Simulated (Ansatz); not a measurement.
Crystal: TiC.

```
Ti C
1.0
     0.00000    2.16572    2.16572
     2.16572    0.00000    2.16572
     2.16572    2.16572    0.00000
Ti C
1 1
Cartesian
  0.0000 0.0000 0.0000
  2.1657 2.1657 2.1657
```

The cell is a database's computed one.

```yaml
Program: Ansatz 0.2.0
Task: single point
Functional: PBE
Potentials_or_basis: all-electron LAPW, scalar-relativistic
Cutoff: 313 eV (chosen from the basis error)
Basis_error_allowed: 0.001 eV/atom
k_mesh: 11 × 11 × 11
Occupations: fermi-dirac, width 0.05 eV
Spin: no spin polarisation
```

On this cell: pressure 0.3 GPa; largest force zero by symmetry; band gap on the k mesh none (metal or under the smearing width).

The same run follows on a disturbed copy (atoms moved at random, drawn with an rms of 0.05 Å):

```
Ti C
1.0
     0.00000    2.16572    2.16572
     2.16572    0.00000    2.16572
     2.16572    2.16572    0.00000
Ti C
1 1
Direct
  0.98208 0.02153 0.99282
  0.48439 0.50743 0.51417
```

**Question.** What changes?

**Answer.** The energy (extrapolated to zero smearing) moves by +8.3 meV/atom; pressure 0.7 GPa; largest force 0.550 eV/Å; band gap on the k mesh none (metal or under the smearing width).

Forces in eV/Å, atoms in the order of the input:
```
Ti   0.147  0.473 -0.239
C   -0.147 -0.473  0.239
```

Stress tensor (GPa, compression positive):
```
 0.41 -0.13  0.07
-0.13  1.09  0.21
 0.07  0.21  0.54
```
